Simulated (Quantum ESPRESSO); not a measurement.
# Pt (Fm-3m) in Quantum ESPRESSO: a series of runs

Aim: see how the results for Pt move with the level of theory and the settings. Levels: LDA, PBEsol, rev-vdW-DF2. Tasks: band structure, single point, equation of state.

All numbers are computed with Quantum ESPRESSO 7.5; they aren't measurements. Logs are shortened: lines on timing, memory, paths and dates and some standing lists are left out, and cuts for length are marked.

## 1. Starting point

It takes space group Fm-3m (No. 225, cubic). Conventional cell: a = 3.922 Å, b = 3.922 Å, c = 3.922 Å, α = 90.00°, β = 90.00°, γ = 90.00°. Pt (site symmetry m-3m) has 12 Pt at 2.77 Å as nearest neighbours.

## 2. Band structure, LDA

Contents of pw.in:

```
&CONTROL
  calculation = 'scf'
  prefix = 'pwscf'
  outdir = './tmp'
  pseudo_dir = './pseudo'
  tprnfor = .true.
  tstress = .true.
  disk_io = 'low'
/
&SYSTEM
  ibrav = 0
  nat = 1
  ntyp = 1
  ecutwfc = 76
  nbnd = 15
  occupations = 'smearing'
  smearing = 'fd'
  degauss = 0.00367493
/
&ELECTRONS
  conv_thr = 2d-10
  electron_maxstep = 120
  mixing_beta = 0.5
/
ATOMIC_SPECIES
Pt   195.0840 Pt.upf
CELL_PARAMETERS angstrom
   0.0000000000    1.9609000000    1.9609000000
   1.9609000000    0.0000000000    1.9609000000
   1.9609000000    1.9609000000    0.0000000000
ATOMIC_POSITIONS angstrom
Pt     0.0000000000    0.0000000000    0.0000000000
K_POINTS automatic
12 12 12 0 0 0
```

Contents of bands.in:

```
&CONTROL
  calculation = 'bands'
  prefix = 'pwscf'
  outdir = './tmp'
  pseudo_dir = './pseudo'
  disk_io = 'low'
  verbosity = 'high'
/
&SYSTEM
  ibrav = 0
  nat = 1
  ntyp = 1
  ecutwfc = 76
  nbnd = 15
  occupations = 'smearing'
  smearing = 'fd'
  degauss = 0.00367493
/
&ELECTRONS
  conv_thr = 1d-08
  electron_maxstep = 120
  mixing_beta = 0.5
  diago_full_acc = .true.
/
ATOMIC_SPECIES
Pt   195.0840 Pt.upf
CELL_PARAMETERS angstrom
   0.0000000000    1.9609000000    1.9609000000
   1.9609000000    0.0000000000    1.9609000000
   1.9609000000    1.9609000000    0.0000000000
ATOMIC_POSITIONS angstrom
Pt     0.0000000000    0.0000000000    0.0000000000
K_POINTS crystal
60
 0.0000000000  0.0000000000  0.0000000000 1
 0.0625000000  0.0000000000  0.0625000000 1
 0.1250000000  0.0000000000  0.1250000000 1
 0.1875000000  0.0000000000  0.1875000000 1
 0.2500000000  0.0000000000  0.2500000000 1
 0.3125000000  0.0000000000  0.3125000000 1
 0.3750000000  0.0000000000  0.3750000000 1
 0.4375000000  0.0000000000  0.4375000000 1
 0.5000000000  0.0000000000  0.5000000000 1
 0.5000000000  0.0625000000  0.5625000000 1
 0.5000000000  0.1250000000  0.6250000000 1
 0.5000000000  0.1875000000  0.6875000000 1
 0.5000000000  0.2500000000  0.7500000000 1
 0.4375000000  0.3125000000  0.7500000000 1
 0.3750000000  0.3750000000  0.7500000000 1
 0.3375000000  0.3375000000  0.6750000000 1
 0.3000000000  0.3000000000  0.6000000000 1
 0.2625000000  0.2625000000  0.5250000000 1
 0.2250000000  0.2250000000  0.4500000000 1
 0.1875000000  0.1875000000  0.3750000000 1
 0.1500000000  0.1500000000  0.3000000000 1
 0.1125000000  0.1125000000  0.2250000000 1
 0.0750000000  0.0750000000  0.1500000000 1
 0.0375000000  0.0375000000  0.0750000000 1
 0.0000000000  0.0000000000  0.0000000000 1
 0.0625000000  0.0625000000  0.0625000000 1
 0.1250000000  0.1250000000  0.1250000000 1
 0.1875000000  0.1875000000  0.1875000000 1
 0.2500000000  0.2500000000  0.2500000000 1
 0.3125000000  0.3125000000  0.3125000000 1
 0.3750000000  0.3750000000  0.3750000000 1
 0.4375000000  0.4375000000  0.4375000000 1
 0.5000000000  0.5000000000  0.5000000000 1
 0.5250000000  0.4500000000  0.5250000000 1
 0.5500000000  0.4000000000  0.5500000000 1
 0.5750000000  0.3500000000  0.5750000000 1
 0.6000000000  0.3000000000  0.6000000000 1
 0.6250000000  0.2500000000  0.6250000000 1
 0.5833333333  0.2500000000  0.6666666667 1
 0.5416666667  0.2500000000  0.7083333333 1
 0.5000000000  0.2500000000  0.7500000000 1
 0.5000000000  0.2857142857  0.7142857143 1
 0.5000000000  0.3214285714  0.6785714286 1
 0.5000000000  0.3571428571  0.6428571429 1
 0.5000000000  0.3928571429  0.6071428571 1
 0.5000000000  0.4285714286  0.5714285714 1
 0.5000000000  0.4642857143  0.5357142857 1
 0.5000000000  0.5000000000  0.5000000000 1
 0.4821428571  0.4821428571  0.5357142857 1
 0.4642857143  0.4642857143  0.5714285714 1
 0.4464285714  0.4464285714  0.6071428571 1
 0.4285714286  0.4285714286  0.6428571429 1
 0.4107142857  0.4107142857  0.6785714286 1
 0.3928571429  0.3928571429  0.7142857143 1
 0.3750000000  0.3750000000  0.7500000000 1
 0.6250000000  0.2500000000  0.6250000000 1
 0.5937500000  0.1875000000  0.5937500000 1
 0.5625000000  0.1250000000  0.5625000000 1
 0.5312500000  0.0625000000  0.5312500000 1
 0.5000000000  0.0000000000  0.5000000000 1
```

Potentials or basis: PseudoDojo 0.4.1 SR LDA standard.

The run is started by

```bash
$ OMP_NUM_THREADS=1 pw.x -in pw.in > pw.out
$ OMP_NUM_THREADS=1 pw.x -in bands.in > bands.out
```

pw.out:

```text
This program is part of the open-source Quantum ESPRESSO suite
     for quantum simulation of materials; please cite
         "P. Giannozzi et al., J. Phys.:Condens. Matter 21 395502 (2009);
         "P. Giannozzi et al., J. Phys.:Condens. Matter 29 465901 (2017);
         "P. Giannozzi et al., J. Chem. Phys. 152 154105 (2020);
     in publications or presentations arising from this work. More details at

     Message from routine setup:
     using ibrav=0 with symmetry is DISCOURAGED, use correct ibrav instead

     G-vector sticks info
     --------------------
     sticks:   dense  smooth     PW     G-vecs:    dense   smooth      PW
     Sum         583     583    187                 9185     9185    1639

     Using Slab Decomposition

     bravais-lattice index     =            0
     lattice parameter (alat)  =       5.2405  a.u.
     unit-cell volume          =     101.7637 (a.u.)^3
     number of atoms/cell      =            1
     number of atomic types    =            1
     number of electrons       =        18.00
     number of Kohn-Sham states=           15
     kinetic-energy cutoff     =      76.0000  Ry
     charge density cutoff     =     304.0000  Ry
     scf convergence threshold =      2.0E-10
     mixing beta               =       0.5000
     number of iterations used =            8  plain     mixing
     Exchange-correlation= SLA  PW   NOGX NOGC
                           (   1   4   0   0   0   0   0)

     celldm(1)=   5.240459  celldm(2)=   0.000000  celldm(3)=   0.000000
     celldm(4)=   0.000000  celldm(5)=   0.000000  celldm(6)=   0.000000

     crystal axes: (cart. coord. in units of alat)
               a(1) = (   0.000000   0.707107   0.707107 )
               a(2) = (   0.707107   0.000000   0.707107 )
               a(3) = (   0.707107   0.707107   0.000000 )

     reciprocal axes: (cart. coord. in units 2 pi/alat)
               b(1) = ( -0.707107  0.707107  0.707107 )
               b(2) = (  0.707107 -0.707107  0.707107 )
               b(3) = (  0.707107  0.707107 -0.707107 )

     PseudoPot. # 1 for Pt read from file:
     Pt.upf
     Pseudo is Norm-conserving + core correction, Zval = 18.0
     Generated using ONCVPSP code by D. R. Hamann
     Using radial grid of 1340 points,  8 beta functions with:
                l(1) =   0
                l(2) =   0
                l(3) =   1
                l(4) =   1
                l(5) =   2
                l(6) =   2
                l(7) =   3
                l(8) =   3

     atomic species   valence    mass     pseudopotential
     Pt               18.00   195.08400     Pt( 1.00)

     48 Sym. Ops., with inversion, found

   Cartesian axes

     site n.     atom                  positions (alat units)
         1        Pt     tau(   1) = (   0.0000000   0.0000000   0.0000000  )

     number of k points=    72  Fermi-Dirac smearing, width (Ry)=  0.0037
                       cart. coord. in units 2pi/alat
        k(    1) = (   0.0000000   0.0000000   0.0000000), wk =   0.0011574
        k(    2) = (   0.0589256   0.0589256  -0.0589256), wk =   0.0092593
        k(    3) = (   0.1178511   0.1178511  -0.1178511), wk =   0.0092593
        k(    4) = (   0.1767767   0.1767767  -0.1767767), wk =   0.0092593
        k(    5) = (   0.2357023   0.2357023  -0.2357023), wk =   0.0092593
        k(    6) = (   0.2946278   0.2946278  -0.2946278), wk =   0.0092593
[... 64 lines left out ...]
        k(   71) = (  -0.7071068   0.2357023   0.0000000), wk =   0.0138889
        k(   72) = (  -0.7071068   0.3535534   0.0000000), wk =   0.0069444

     Dense  grid:     9185 G-vectors     FFT dimensions: (  30,  30,  30)

     Initial potential from superposition of free atoms

     starting charge      17.9999, renormalised to      18.0000
     Starting wfcs are   10 randomized atomic wfcs +    5 random wfcs

     Self-consistent Calculation

     iteration #  1     ecut=    76.00 Ry     beta= 0.50
     Davidson diagonalization with overlap
     ethr =  1.00E-02,  avg # of iterations =  4.3

[... 31 lines left out ...]

   -75.5057 -29.5686 -29.4284 -29.4284  15.6849  17.8145  20.1982  21.0674
    21.0674  22.3747  40.2936  40.2936  40.7276  42.1600  44.0755

          k = 0.4125 0.0589-0.0589 (  1136 PWs)   bands (ev):
[... 21 lines left out ...]
   -75.4900 -29.7058 -29.5783 -29.4320  17.4215  18.5720  19.2294  20.7267
    22.2250  26.2927  31.7702  35.3174  40.9706  42.0343  47.9798

          k = 0.0000-0.3536 0.3536 (  1135 PWs)   bands (ev):

   -75.4948 -29.6794 -29.5417 -29.4083  17.3292  18.5589  18.9649  20.6585
    21.4735  25.0726  33.8923  36.2015  40.8680  44.4537  45.7846

          k = 0.4714 0.0000-0.0000 (  1118 PWs)   bands (ev):
[... 31 lines left out ...]
   -75.4846 -29.7721 -29.5279 -29.5103  16.2844  16.7292  22.4938  22.9576
    23.5900  25.6989  32.0727  34.6150  35.1676  43.7309  46.4579

          k = 0.0000-0.5893 0.5893 (  1144 PWs)   bands (ev):

   -75.4841 -29.7523 -29.5688 -29.5007  16.5548  17.0969  21.4159  22.5371
    23.4107  27.9570  30.3108  33.8308  36.1273  44.0820  47.5169

          k =-0.7071 0.0000 0.0000 (  1138 PWs)   bands (ev):

   -75.4839 -29.7875 -29.5176 -29.5176  16.1166  16.5689  23.2539  23.7186
    23.7186  24.9411  31.9874  34.5355  34.5355  43.3387  46.5975

          k = 0.2357 0.1179 0.0000 (  1144 PWs)   bands (ev):

   -75.5145 -29.4983 -29.3975 -29.3686  14.6308  18.5916  19.9292  20.1769
    20.9017  22.0753  39.0992  40.0659  42.4044  44.0756  47.2149

          k = 0.2946 0.1768-0.0589 (  1135 PWs)   bands (ev):
[... 16 lines left out ...]
   -75.4920 -29.7826 -29.4700 -29.4261  16.4726  18.8543  19.9002  20.5977
    23.1469  26.0065  28.7681  38.3303  39.9985  41.7126  50.3420

          k = 0.3536 0.1179 0.0000 (  1135 PWs)   bands (ev):

   -75.5043 -29.5958 -29.4438 -29.4139  15.9515  17.9406  19.6829  21.0632
    21.2927  22.7383  37.9124  39.5947  41.3159  42.7790  46.1804

          k = 0.4125 0.1768-0.0589 (  1134 PWs)   bands (ev):
[... 21 lines left out ...]
   -75.4941 -29.6963 -29.5263 -29.4200  17.2172  18.6744  18.7707  20.7441
    21.9752  25.0854  33.0948  36.9438  40.0794  44.2184  46.4620

          k = 0.0000-0.2357 0.3536 (  1141 PWs)   bands (ev):

   -75.5003 -29.6441 -29.4854 -29.3989  16.6263  18.2547  19.2114  20.9367
    21.1263  23.8445  35.5832  38.1203  40.9399  44.0894  46.7862

          k = 0.4714 0.1179-0.0000 (  1133 PWs)   bands (ev):
[... 36 lines left out ...]
   -75.4846 -29.7044 -29.6184 -29.4913  17.0927  17.7796  20.0218  21.7455
    23.2538  29.1093  30.0835  33.1685  37.0008  44.2409  49.5819

          k =-0.7071 0.1179-0.0000 (  1140 PWs)   bands (ev):

   -75.4839 -29.7697 -29.5360 -29.5185  16.3887  16.8039  22.0480  22.8411
    23.7195  26.8068  31.3011  34.2275  34.9237  44.5409  46.4890

          k =-0.2357-0.4714 0.7071 (  1138 PWs)   bands (ev):
[... 21 lines left out ...]
   -75.4846 -29.6902 -29.6185 -29.5061  17.4734  18.0400  19.2479  21.4353
    23.4768  29.1661  30.5996  33.2708  35.9778  45.8779  48.1203

          k = 0.0000-0.3536 0.5893 (  1135 PWs)   bands (ev):

   -75.4853 -29.6704 -29.6386 -29.4927  17.7481  18.3989  18.6591  21.3003
    23.2290  28.3188  32.2491  32.3506  36.8016  45.5429  47.5869

          k =-0.7071 0.2357 0.0000 (  1142 PWs)   bands (ev):

   -75.4839 -29.7208 -29.5859 -29.5202  17.0705  17.5014  20.1766  21.8485
    23.7213  29.2118  30.4848  33.2110  35.2243  46.6373  47.5696

          k =-0.7071 0.3536 0.0000 (  1144 PWs)   bands (ev):

   -75.4839 -29.6536 -29.6536 -29.5211  17.5431  18.6385  18.6385  21.2101
    23.7222  30.2086  31.4574  31.4574  35.2808  47.6366  47.6366

     the Fermi energy is    23.2406 ev

!    total energy              =    -261.37452301 Ry
     estimated scf accuracy    <          2.9E-11 Ry
     smearing contrib. (-TS)   =      -0.00114491 Ry
     internal energy E=F+TS    =    -261.37337810 Ry

     The total energy is F=E-TS. E is the sum of the following terms:
     one-electron contribution =     -51.62610600 Ry
     hartree contribution      =      38.01900954 Ry
     xc contribution           =     -47.32508984 Ry
     ewald contribution        =    -200.44119181 Ry

     convergence has been achieved in   8 iterations

     Forces acting on atoms (cartesian axes, Ry/au):

     atom    1 type  1   force =     0.00000000    0.00000000    0.00000000

     Total force =     0.000000     Total SCF correction =     0.000000

     Computing stress (Cartesian axis) and pressure

          total   stress  (Ry/bohr**3)                   (kbar)     P=      -73.95
  -0.00050269   0.00000000   0.00000000          -73.95        0.00        0.00
   0.00000000  -0.00050269   0.00000000            0.00      -73.95        0.00
   0.00000000   0.00000000  -0.00050269            0.00        0.00      -73.95

=------------------------------------------------------------------------------=
   JOB DONE.
=------------------------------------------------------------------------------=
```

Wall time 25 s (1 thread of Arm Neoverse V1, shared host); peak memory 0.09 GiB.

What came out:

| Item | Value |
| --- | --- |
| Free energy | -3556.1816 eV |
| Pressure | -7.4 GPa |
| Band gap on the k mesh | none (metal or under the smearing width) |

Levels at the corners of the path, in eV from the Fermi level:
```csv
point,band 5,band 6,band 7,band 8,band 9,band 10,band 11,band 12,band 13,band 14
Γ,-10.33,-3.84,-3.84,-3.84,-1.64,-1.64,14.61,19.50,19.50,19.50
X,-7.12,-6.67,0.01,0.48,0.48,1.70,8.75,11.29,11.29,20.10
W,-5.70,-4.60,-4.60,-2.03,0.48,6.97,8.22,8.22,12.04,24.40
K,-6.31,-5.51,-2.90,-1.33,-0.19,5.60,6.68,10.06,14.58,19.98
Γ,-10.33,-3.84,-3.84,-3.84,-1.64,-1.64,14.61,19.50,19.50,19.50
L,-7.40,-3.89,-3.89,-0.54,0.03,0.03,5.74,14.18,18.84,18.84
U,-6.31,-5.51,-2.90,-1.33,-0.19,5.60,6.68,10.06,14.58,19.98
W,-5.70,-4.60,-4.60,-2.03,0.48,6.97,8.22,8.22,12.04,24.40
L,-7.40,-3.89,-3.89,-0.54,0.03,0.03,5.74,14.18,18.84,18.84
K,-6.31,-5.51,-2.90,-1.33,-0.19,5.60,6.68,10.06,14.58,19.98
U,-6.31,-5.51,-2.90,-1.33,-0.19,5.60,6.68,10.06,14.58,19.98
X,-7.12,-6.67,0.01,0.48,0.48,1.70,8.75,11.29,11.29,20.10
```

Caveat: spin-orbit coupling is left out, which moves the levels of the heavy elements.

(Part 1 of 2 ends here.)
